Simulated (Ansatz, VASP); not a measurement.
# Pb in VASP and in Ansatz

Contents of INCAR:

```
  PREC = Accurate
  ENCUT = 520
  EDIFF = 1E-6
  ISMEAR = 0
  SIGMA = 0.1
  LREAL = False
  LASPH = True
  NELM = 100
  ALGO = Normal
  ISIF = 2
  LWAVE = False
  LCHARG = True
  GGA = PE
  LELF = True
  LVHAR = True
  NBANDS = 21
```

Contents of KPOINTS:

```
Automatic mesh
0
Gamma
  6 6 6
```

POSCAR

```
Pb
1.0
    0.0000000000      3.2190774613      3.2190774613
    3.2190774613      0.0000000000      3.2190774613
    3.2190774613      3.2190774613      0.0000000000
Pb
2
Direct
    0.5000000000      0.5000000000      0.5000000000
    0.7500000000      0.7500000000      0.7500000000
```

Input for Ansatz:

```yaml
crystal:
  lattice:
    - [0.0, 3.2190774613, 3.2190774613]
    - [3.2190774613, 0.0, 3.2190774613]
    - [3.2190774613, 3.2190774613, 0.0]
  atoms:
    - { symbol: Pb, position: [0.5, 0.5, 0.5] }
    - { symbol: Pb, position: [0.75, 0.75, 0.75] }
basis:
  ecutwfc: 420
kpoints:
  mp_grid: { grid: [6, 6, 6] }
hamiltonian:
  xc: pbe
scf:
  occupations: { method: gaussian, width: 0.1 }
output:
  forces: true
  stress: true
  eigenvalues: true
```

Alike in both runs: task single point; functional PBE; k mesh 6 × 6 × 6; occupations gaussian, width 0.1 eV; no spin polarisation.

|  | VASP | Ansatz |
| --- | --- | --- |
| version | VASP 6.6.1 | Ansatz 0.2.0 |
| potentials or method | VASP PAW PBE potentials, release 64 (Pb_d) | scalar-relativistic, plane waves, PAW |
| plane-wave cutoff (eV) | 520 | 420 |
| valence electrons in the cell | 28 | 28 |

```csv
,VASP,Ansatz,Ansatz less VASP
gap on the k mesh at the Fermi level (eV),none,none,-
pressure (GPa),13.8,13.8,+0.07
```

A gap of «none» marks a metal or a gap that the smearing closes.

Spin-orbit coupling is left out, which matters for the levels of Pb.
